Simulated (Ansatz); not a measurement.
Runs of Ansatz 0.2.0 on Mo. The structure is cubic, space group Im-3m (No. 229). Conventional cell: a = 3.168 Å, b = 3.168 Å, c = 3.168 Å, α = 90.00°, β = 90.00°, γ = 90.00°. Mo (site symmetry m-3m) has 8 Mo at 2.74 Å as nearest neighbours. 

```csv
level,cutoff (eV),gap on the mesh (eV),pressure (GPa),relaxed volume (Å³/atom)
LDA,420,none,0.0,(c)
PBE+D3(BJ),420,none,0.0,(b)
revPBE,420,none,0.0,15.93
PBEsol,420,none,0.0,(a)
r2SCAN,500,none,0.0,15.62
PBE+D3(BJ)-ATM,420,none,0.0,15.42
PBE,420,none,0.0,15.78
PBE+D4,420,none,0.0,15.43
BLYP,420,none,0.0,16.40
RPBE,420,none,0.0,15.99
```

Alike in all rows: task relaxation of cell and atoms; potentials or basis Ansatz PAW; no spin polarisation; cell relaxed; k mesh 12 × 12 × 12; smearing fermi-dirac 0.05 eV.

Q: Estimate the missing entries.

A: (a) 15.32; (b) 15.33; (c) 15.06.

Caveats: the plane-wave basis is chosen anew once the cell has moved, so the energies of steps on either side of that aren't comparable; the PAW data sets come from PBE, with cores solved anew for the run's functional, which leaves a small shift of forces and pressure (some runs); pairwise dispersion overbinds metals, which lowers pressure and volume (some runs).

A k mesh can miss the band edges, and the runs leave out spin-orbit coupling on Mo.

A gap of «none» marks a metal or a gap under the smearing width.
